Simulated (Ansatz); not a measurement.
# Ru: the cost of one run

Method: DFT PBEsol, scalar-relativistic, plane waves, PAW, in Ansatz 0.2.0.

1 further run of the same task is left out (set aside as unsound or not needed).

**1. The starting structure**

The structure is cubic, space group Fm-3m (No. 225). Conventional cell: a = 3.830 Å, b = 3.830 Å, c = 3.830 Å, α = 90.00°, β = 90.00°, γ = 90.00°. Ru (site symmetry m-3m) is surrounded by 12 Ru at 2.71 Å.

As a file:

```xyz
1
Lattice="0.0000 1.9150 1.9150 1.9150 0.0000 1.9150 1.9150 1.9150 0.0000" Properties=species:S:1:pos:R:3 pbc="T T T"
Ru    0.0000    0.0000    0.0000
```

The structure comes from the Crystallography Open Database.

**2. A distortion that keeps the symmetry**

What differs from the listed cell: strain xx, yy, zz, yz, xz, xy = +1.2, +1.2, +1.2, +0.0, +0.0, +0.0 %.

File input.yaml:

```yaml
crystal:
  lattice:
    - [0.0, 1.9384396, 1.9384396]
    - [1.9384396, 0.0, 1.9384396]
    - [1.9384396, 1.9384396, 0.0]
  atoms:
    - { symbol: Ru, position: [0.0, 0.0, 0.0] }
basis:
  ecutwfc: 420
kpoints:
  mp_grid: { grid: [18, 18, 18] }
hamiltonian:
  xc: pbesol
scf:
  occupations: { method: gaussian, width: 0.1 }
output:
  forces: true
  stress: true
  eigenvalues: true
```

The run is started by

```bash
ansatz run input.yaml --threads 1 --pin off --max-ram 1331MiB --backend cpu --events-out ev --progress --plain --runs-dir out
```

What time and memory should one allow on 1 thread of an x86-64 CPU, shared host?

About 4.9 s, with a peak of 0.32 GiB.
